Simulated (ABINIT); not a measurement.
## MgO in ABINIT: the effect of potentials

The system is MgO.

```
Mg O
1.0
     0.00000    2.09700    2.09700
     2.09700    0.00000    2.09700
     2.09700    2.09700    0.00000
Mg O
1 1
Direct
  0.00000 0.00000 0.00000
  0.50000 0.50000 0.50000
```

The cell is a database's computed one.

Alike in all runs:

| Item | Value |
| --- | --- |
| Program | ABINIT 10.8.3 (patched build) |
| Task | single point |
| Functional | r2SCAN |
| k mesh | 11 × 11 × 11 |
| Occupations | fermi-dirac, width 0.05 eV |
| Spin | no spin polarisation |

| potentials | cutoff | gap on the mesh (eV) | pressure (GPa) |
| --- | --- | --- | --- |
| Ansatz PAW PBE default generated set, frozen core | 517 eV | 5.76 | 1.1 |
| JTH PAW PBE v2.0 | 762 eV | 5.77 | 1.7 |
| Ansatz NC r2SCAN | 1524 eV | 5.76 | 1.3 |
| SG15 NC PBE v1.2 | 1361 eV | ? | ? |
| PseudoDojo NC SR PBE v0.4.1 standard | 1361 eV | 5.48 | 2.4 |

**Question.** What does the run with potentials SG15 NC PBE v1.2 give?

**Answer.** gap on the mesh 5.66 eV; pressure 2.6 GPa.

Caveats: the PAW data sets were made with another functional, which shifts forces and pressure a little (some runs); the potentials were made for another functional, which shifts forces and pressure (some runs); the atomic spheres overlap (some runs); a meta-GGA on potentials with a model core is unreliable (some runs).

